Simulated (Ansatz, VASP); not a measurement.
Two plane-wave programs on LiH

The input INCAR:

```
SYSTEM = LiH
ALGO = Normal
EDIFF = 1E-6
ENCUT = 520
GGA = PE
ISIF = 2
ISMEAR = 0
LASPH = .True.
LCHARG = .True.
LELF = .True.
LREAL = .False.
LVHAR = .True.
LWAVE = .False.
NBANDS = 9
NELM = 100
PREC = Accurate
SIGMA = 0.01
```

Contents of KPOINTS:

```
k-points
0
Gamma
  10 10 10
  0 0 0
```

Contents of POSCAR:

```
LiH
1.0
    0.0000000000      1.9827612118      1.9827612118
    1.9827612118      0.0000000000      1.9827612118
    1.9827612118      1.9827612118      0.0000000000
Li H
1 1
Direct
    0.0000000000      0.0000000000      0.0000000000
    0.5000000000      0.5000000000      0.5000000000
```

Input for Ansatz:

```yaml
crystal:
  lattice:
    - [0.0, 1.9827612118, 1.9827612118]
    - [1.9827612118, 0.0, 1.9827612118]
    - [1.9827612118, 1.9827612118, 0.0]
  atoms:
    - { symbol: Li, position: [0.0, 0.0, 0.0] }
    - { symbol: H, position: [0.5, 0.5, 0.5] }
kpoints:
  mp_grid: { grid: [10, 10, 10] }
hamiltonian:
  xc: pbe
scf:
  occupations: { method: fixed }
  n_extra_bands: 4
output:
  forces: true
  stress: true
  eigenvalues: true
```

Alike in both runs: task single point; functional PBE; k mesh 10 × 10 × 10; no spin polarisation.

```csv
,VASP,Ansatz
version,VASP 6.6.1,Ansatz 0.2.0
potentials or method,"VASP PAW PBE potentials, release 64 (Li_sv, H)","plane waves, PAW"
plane-wave cutoff (eV),520,420
occupations,"gaussian, width 0.01 eV",fixed
valence electrons in the cell,4,4
```

```csv
,VASP,Ansatz,Ansatz less VASP
gap on the k mesh at the Fermi level (eV),2.95,2.96,+0.006
```

 Expect the measured gap to be larger: semilocal functionals such as PBE lack the derivative discontinuity. A k mesh can miss the band edges.
